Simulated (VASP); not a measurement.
# Rh (Fm-3m) in VASP: settings compared

The runs below take Rh through relaxation of cell and atoms, with PBEsol, LDA, PBE, PBE+D3(BJ).

Everything below comes from runs of VASP 6.6.1. Logs are shortened: lines on timing, memory, paths and dates and some standing lists are left out, and cuts for length are marked.

### Step 1. Starting point

It takes space group Fm-3m (No. 225, cubic). Conventional cell: a = 3.806 Å, b = 3.806 Å, c = 3.806 Å, α = 90.00°, β = 90.00°, γ = 90.00°. Rh (site symmetry m-3m) is surrounded by 12 Rh at 2.69 Å.

### Step 2. Relaxation of cell and atoms, PBEsol

INCAR reads:

```
PREC = Accurate
ENCUT = 600
EDIFF = 1E-7
ISMEAR = 0
SIGMA = 0.1
LREAL = F
LASPH = T
NELM = 80
ALGO = Normal
ISIF = 3
LWAVE = F
LCHARG = F
GGA = PS
IBRION = 2
NSW = 90
EDIFFG = -0.005
```

KPOINTS reads:

```
Automatic mesh
0
Gamma
  18 18 18
```

POSCAR reads:

```
Rh
1.0
    0.0000000000      1.9029860900      1.9029860900
    1.9029860900      0.0000000000      1.9029860900
    1.9029860900      1.9029860900      0.0000000000
Rh
1
Direct
    0.0000000000      0.0000000000      0.0000000000
```

Potentials or basis: VASP PAW PBE potentials, release 64 (Rh_pv).

The run is started by

```sh
$ cat potpaw_PBE.64/Rh_pv/POTCAR > POTCAR
$ mpirun -np 1 vasp_std > vasp.out
```

OUTCAR:

```text
PREC = Accurate
   ENCUT = 600
   EDIFF = 1E-7
   ISMEAR = 0
   LREAL = F
   LASPH = T
   NELM = 80
   ISIF = 3
   GGA = PS
   IBRION = 2
   NSW = 90
   EDIFFG = -0.005

 ion  position               nearest neighbor table
   1  0.000  0.000  0.000-

  LATTYP: Found a face centered cubic cell.
 ALAT       =     3.8059721800

  Lattice vectors:

 A1 = (   0.0000000000,   1.9029860900,   1.9029860900)
 A2 = (   1.9029860900,   0.0000000000,   1.9029860900)
 A3 = (   1.9029860900,   1.9029860900,   0.0000000000)

Analysis of symmetry for initial positions (statically):
=====================================================================
 Subroutine PRICEL returns:
 Original cell was already a primitive cell.

 Routine SETGRP: Setting up the symmetry group for a
 face centered cubic supercell.

 Subroutine GETGRP returns: Found 48 space group operations
 (whereof 48 operations were pure point group operations)
 out of a pool of 48 trial point group operations.

The static configuration has the point symmetry O_h .

Analysis of symmetry for dynamics (positions and initial velocities):
=====================================================================
 Subroutine PRICEL returns:
 Original cell was already a primitive cell.

 Routine SETGRP: Setting up the symmetry group for a
 face centered cubic supercell.

 Subroutine GETGRP returns: Found 48 space group operations
 (whereof 48 operations were pure point group operations)
 out of a pool of 48 trial point group operations.

The dynamic configuration has the point symmetry O_h .

 Subroutine INISYM returns: Found 48 space group operations
 (whereof 48 operations are pure point group operations),
 and found     1 'primitive' translations

----------------------------------------------------------------------------------------

                                     Primitive cell

  volume of cell :      13.7828

  direct lattice vectors                    reciprocal lattice vectors
     0.000000000  1.902986090  1.902986090    -0.262744958  0.262744958  0.262744958
     1.902986090  0.000000000  1.902986090     0.262744958 -0.262744958  0.262744958
     1.902986090  1.902986090  0.000000000     0.262744958  0.262744958 -0.262744958

  length of vectors
     2.691228737  2.691228737  2.691228737     0.455087616  0.455087616  0.455087616

  position of ions in fractional coordinates (direct lattice)
     0.000000000  0.000000000  0.000000000

  ion indices of the primitive-cell ions
   primitive index   ion index
                 1           1

----------------------------------------------------------------------------------------

 KPOINTS: Automatic mesh

Automatic generation of k-mesh.
 Grid dimensions read from file:
 generate k-points for:   18   18   18

 Generating k-lattice:

  Cartesian coordinates                     Fractional coordinates (reciprocal lattice)
    -0.014596942  0.014596942  0.014596942     0.055555556  0.000000000  0.000000000
     0.014596942 -0.014596942  0.014596942     0.000000000  0.055555556  0.000000000
     0.014596942  0.014596942 -0.014596942     0.000000000  0.000000000  0.055555556

  Length of vectors
     0.025282645  0.025282645  0.025282645

  Shift w.r.t. Gamma in fractional coordinates (k-lattice)
     0.000000000  0.000000000  0.000000000

 Subroutine IBZKPT returns following result:
 ===========================================

 Found    195 irreducible k-points:

 Following reciprocal coordinates:
            Coordinates               Weight
  0.000000  0.000000  0.000000      1.000000
  0.055556  0.000000  0.000000      8.000000
  0.111111  0.000000  0.000000      8.000000
  0.166667  0.000000  0.000000      8.000000
  0.222222  0.000000  0.000000      8.000000
  0.277778  0.000000  0.000000      8.000000
[... 16 lines left out ...]
 -0.277778  0.055556  0.000000     24.000000
 -0.222222  0.055556  0.000000     24.000000
 [... further k-points ...]
   k-points           NKPTS =    195   k-points in BZ     NKDIM =    195   number of bands    NBANDS=     11
   number of dos      NEDOS =    301   number of ions     NIONS =      1
   total plane-waves  NPLWV =  13824
   dimension x,y,z NGX =    24 NGY =   24 NGZ =   24
   dimension x,y,z NGXF=    48 NGYF=   48 NGZF=   48
   ions per type =               1
   NGX,Y,Z   is equivalent  to a cutoff of  14.83, 14.83, 14.83 a.u.
   NGXF,Y,Z  is equivalent  to a cutoff of  29.65, 29.65, 29.65 a.u.
 SYSTEM =  unknown system
   PREC   = accura    normal or accurate (medium, high low for compatibility)
   ISTART =      0    job   : 0-new  1-cont  2-samecut
   ICHARG =      2    charge: 1-file 2-atom 10-const
   ISPIN  =      1    spin polarized calculation?
   LNONCOLLINEAR =      F non collinear calculations
   LSORBIT =      F    spin-orbit coupling
   LASPH  =      T    aspherical Exc in radial PAW
   ENCUT  =  600.0 eV  44.10 Ry    6.64 a.u.   5.38  5.38  5.38*2*pi/ulx,y,z
   NELM   =     80;   NELMIN=  2; NELMDL= -5     # of ELM steps
   EDIFF  = 0.1E-06   stopping-criterion for ELM
   LREAL  =      F    real-space projection
   EDIFFG = -.5E-02   stopping-criterion for IOM
   NSW    =     90    number of steps for IOM
   IBRION =      2    ionic relax: 0-MD 1-quasi-New 2-CG
   NFREE  =      1    steps in history (QN), initial steepest desc. (CG)
   ISIF   =      3    stress and relaxation
   ISYM   =      2    0-nonsym 1-usesym 2-fastsym
   POTIM  = 0.5000    time-step for ionic-motion
   TEBEG  =    0.0;   TEEND  =   0.0 temperature during run
   PSTRESS=    0.0 pullay stress
   NELECT =      15.0000    total number of electrons
   NUPDOWN=      -1.0000    fix difference up-down
   EMIN   =  10.00;   EMAX   =-10.00  energy-range for DOS
   EFERMI =   0.00;   METHOD = LEGACY
   ISMEAR =     0;   SIGMA  =   0.10  broadening in eV -4-tet -1-fermi 0-gaus
   EFERMI_NEDOS =   21; number of points for ismear=-14 and -15
   IALGO  =     38    algorithm
   IMIX   =      4    mixing-type and parameters
     AMIX     =   0.40;   BMIX     =  1.00
     AMIX_MAG =   1.60;   BMIX_MAG =  1.00
  volume/ion in A,a.u.               =      13.78        93.01
  Fermi-wavevector in a.u.,A,eV,Ry     =   1.683939  3.182183 38.581359  2.835650
  Thomas-Fermi vector in A             =   2.767050
   LORBIT       =      0    0 simple, 1 ext, 2 COOP (PROOUT), +10 PAW based schemes
   GGA     = PS    functional components
   LHFCALC =     F    Hartree Fock is set to
   AEXX    =    0.0000 exact exchange contribution
   IVDW    =     0    specifies the selected vdW correction
   LEPSILON=     F    determine dielectric tensor
   LRPA    =     F    only Hartree local field effects (RPA)
 conjugate gradient relaxation of ions
 non-spin polarized calculation
 Gauss-broadening in eV      SIGMA  =   0.10
  energy-cutoff  :      600.00
  volume of cell :       13.78
 maximum number of plane-waves:       474
 NGX is ok and might be reduce to    24
   NGX = 11   NGY = 11   NGZ = 11

--------------------------------------- Ionic step        1  -------------------------------------------

 number of electron      15.0000002 magnetization

 Free energy of the ion-electron system (eV)
  ---------------------------------------------------
  ext. energy  EPLUGINS =         0.00000000
  ---------------------------------------------------
  free energy    TOTEN  =        -8.13646211 eV

  energy without entropy =       -8.12963455  energy(sigma->0) =       -8.13304833

------------------------ aborting loop because EDIFF is reached ----------------------------------------

  FORCE on cell =-STRESS in cart. coord.  units (eV):
  Direction    XX          YY          ZZ          XY          YZ          ZX
  --------------------------------------------------------------------------------------
  -------------------------------------------------------------------------------------
  Total       -0.5132001     -0.5132001     -0.5132001      0.0000000     -0.0000000     -0.0000000
  in kB      -59.6568760    -59.6568760    -59.6568760      0.0000000     -0.0000000     -0.0000000
  external PRESSURE =     -59.6568760 kB  Pullay stress =       0.0000000 kB
[... 90 lines left out ...]
  energy  without entropy=       -8.1353623147  energy(sigma->0) =       -8.13865596

--------------------------------------- Ionic step        4  -------------------------------------------

 number of electron      15.0000002 magnetization

 Free energy of the ion-electron system (eV)
  ---------------------------------------------------
  ext. energy  EPLUGINS =         0.00000000
  ---------------------------------------------------
  free energy    TOTEN  =        -8.14195193 eV

  energy without entropy =       -8.13536934  energy(sigma->0) =       -8.13866064

 E-fermi :  12.1084     XC(G=0): -14.3393

 val. band max:       12.1016472580   @ k =   0.5000   0.2222   0.1111
 cond. band min:      12.1112262490   @ k =   0.5000   0.3889   0.0556
 fundamental gap:      0.0095789910
 Fermi energy:        12.1083766439

 k-point     1 :       0.0000    0.0000    0.0000
  band No.  band energies     occupation
      1     -34.2709      2.00000
      2     -34.2709      2.00000
      3     -34.2709      2.00000
      4       3.9082      2.00000
      5       8.9116      2.00000
      6       8.9116      2.00000
      7       8.9116      2.00000
      8      11.0864      2.00000
      9      11.0864      2.00000
     10      28.0207      0.00000
     11      32.4057      0.00000
[... 309 lines left out ...]
 k-point    24 :      -0.2222    0.0556    0.0000
  band No.  band energies     occupation
      1     -34.6507      2.00000
      2     -34.3482      2.00000
      3     -34.3140      2.00000
      4       5.7701      2.00000
      5       8.5512      2.00000
      6       9.3169      2.00000
      7       9.3718      2.00000
      8      10.8786      2.00000
      9      11.5846      2.00000
     10      27.6375      0.00000
     11      29.8258      0.00000

 [... further k-points ...]
[... 5 lines left out ...]
  --------------------------------------------------------------------------------------
  -------------------------------------------------------------------------------------
  Total        0.0001002      0.0001002      0.0001002      0.0000000     -0.0000000      0.0000000
  in kB        0.0119000      0.0119000      0.0119000      0.0000000     -0.0000000      0.0000000
  external PRESSURE =       0.0119000 kB  Pullay stress =       0.0000000 kB
[... 16 lines left out ...]
  FREE ENERGIE OF THE ION-ELECTRON SYSTEM (eV)
  ---------------------------------------------------
  free  energy   TOTEN  =        -8.1419519280 eV

  energy  without entropy=       -8.1353693441  energy(sigma->0) =       -8.13866064

 reached required accuracy - stopping structural energy minimisation
```

It took 51 s on 1 thread of AMD EPYC 9R45 (Zen 5), shared host; peak memory 0.15 GiB.

Results:

```
Free energy                            : -8.1420 eV
Relaxed volume                         : 13.49 Å³/atom
Relaxed cell                           : a = 2.672 Å, b = 2.672 Å, c = 2.672 Å, α = 60.00°, β = 60.00°, γ = 60.00°
Space group after relaxing (to 0.05 Å) : Fm-3m (No. 225)
Energy gained by relaxing              : 5.5 meV/atom
Ionic steps                            : 4
Pressure after relaxing                : 0.0 GPa
Band gap on the k mesh                 : none (metal or under the smearing width)
```

Step by step:
```
step  energy change (eV)  largest force (eV/Å)  pressure (GPa)  volume (Å³)
   1              0.0000                0.0000           -5.97        13.78
   2              0.0332                0.0000           18.45        12.78
   3             -0.0055                0.0000           -0.12        13.50
   4             -0.0055                0.0000            0.00        13.49
```

Final structure:
```cif
data_structure
_symmetry_space_group_name_H-M 'P 1'
_symmetry_Int_Tables_number 1
_cell_length_a 2.6723
_cell_length_b 2.6723
_cell_length_c 2.6723
_cell_angle_alpha 60.000
_cell_angle_beta 60.000
_cell_angle_gamma 60.000
_cell_volume 13.49
loop_
_atom_site_label
_atom_site_type_symbol
_atom_site_fract_x
_atom_site_fract_y
_atom_site_fract_z
_atom_site_occupancy
Rh1 Rh 0.00000 0.00000 0.00000 1
```

Levels at points of the mesh, in eV from the Fermi level:
```
           k point  band 3  band 4  band 5  band 6  band 7  band 8  band 9  band 10  band 11
(0.00, 0.00, 0.00)  -46.38   -8.20   -3.20   -3.20   -3.20   -1.02   -1.02    15.91    20.30
(0.50, 0.00, 0.00)  -46.49   -6.33   -3.27   -3.27    0.59    0.59    0.62     8.77    15.42
(0.50, 0.50, 0.00)  -46.67   -6.54   -6.16    0.57    1.02    1.02    3.20    12.46    13.33
```

Caveat: the PAW data sets were made with another functional, which shifts forces and pressure a little.

(Continued in part 2 of 2.)
